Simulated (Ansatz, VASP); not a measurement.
## Two plane-wave programs on KF (Carobbiite)

File POSCAR:

```
KF
1.0
    0.0000000000      2.6718500000      2.6718500000
    2.6718500000      0.0000000000      2.6718500000
    2.6718500000      2.6718500000      0.0000000000
K F
1 1
Direct
    0.0000000000      0.0000000000      0.0000000000
    0.5000000000      0.5000000000      0.5000000000
```

Contents of INCAR.step1:

```
PREC     = Accurate       # precision mode
ENCUT    = 600            # plane-wave cutoff, eV
ISMEAR   = 0              # smearing method
SIGMA    = 0.02           # smearing width, eV
LREAL    = F              # projectors in reciprocal space
LASPH    = T              # aspherical terms in the spheres
NELM     = 100            # most SCF steps
GGA      = PE             # functional
ALGO     = Normal         # electronic algorithm
EDIFF    = 1E-4           # SCF threshold, eV
LWAVE    = T              # write WAVECAR
LCHARG   = F              # write CHGCAR
```

INCAR.step2

```
PREC     = Accurate       # precision mode
ENCUT    = 600            # plane-wave cutoff, eV
EDIFF    = 1E-6           # SCF threshold, eV
ISMEAR   = 0              # smearing method
SIGMA    = 0.02           # smearing width, eV
LREAL    = F              # projectors in reciprocal space
LASPH    = T              # aspherical terms in the spheres
NELM     = 100            # most SCF steps
ALGO     = Normal         # electronic algorithm
ISIF     = 3              # what is computed and relaxed
LWAVE    = F              # write WAVECAR
LCHARG   = F              # write CHGCAR
METAGGA  = R2SCAN         # meta-GGA
LMIXTAU  = T            
IBRION   = 2              # ionic algorithm
NSW      = 100            # ionic steps
EDIFFG   = -0.005         # ionic threshold
ISTART   = 1
```

File KPOINTS:

```
Automatic mesh
0
Gamma
  8 8 8
```

Input for Ansatz:

```yaml
crystal:
  lattice:
    - [0.0, 2.67185, 2.67185]
    - [2.67185, 0.0, 2.67185]
    - [2.67185, 2.67185, 0.0]
  atoms:
    - { symbol: K, position: [0.0, 0.0, 0.0] }
    - { symbol: F, position: [0.5, 0.5, 0.5] }
basis:
  ecutwfc: 500
kpoints:
  mp_grid: { grid: [8, 8, 8] }
hamiltonian:
  xc: r2scan
scf:
  occupations: { method: gaussian, width: 0.02 }
output:
  forces: true
  stress: true
  eigenvalues: true
  write_density: true
  write_potential: true
  elf: true
  volumetric_format: npy
relax:
  adjacent_minimum: "off"
  f_tol: 0.005
  max_steps: 80
  cell: { stress_tol: 0.05 }
```

Alike in both runs: task relaxation of cell and atoms; functional r2SCAN; k mesh 8 × 8 × 8; occupations gaussian, width 0.02 eV; no spin polarisation.

|  | VASP | Ansatz |
| --- | --- | --- |
| version | VASP 6.6.1 | Ansatz 0.2.0 |
| potentials or method | VASP PAW PBE potentials, release 64 (K_sv, F) | scalar-relativistic, plane waves, PAW |
| plane-wave cutoff (eV) | 600 | 500 |
| valence electrons in the cell | 16 | 16 |

|  | VASP | Ansatz | Ansatz less VASP |
| --- | --- | --- | --- |
| gap on the k mesh at the Fermi level, each at its own relaxed structure (eV) | 6.91 | 6.91 | -0.002 |
| relaxed volume (Å³/atom) | 18.79 | 18.80 | +0.004 |
| relaxed cell length with the largest relative difference (Å) | 3.760 | 3.760 | +0.0003 |

Caveats: the PAW data sets were made with another functional, which shifts forces and pressure a little (VASP). r2SCAN opens gaps a little over a GGA but as a rule still falls short of measured ones. A k mesh can miss the band edges.
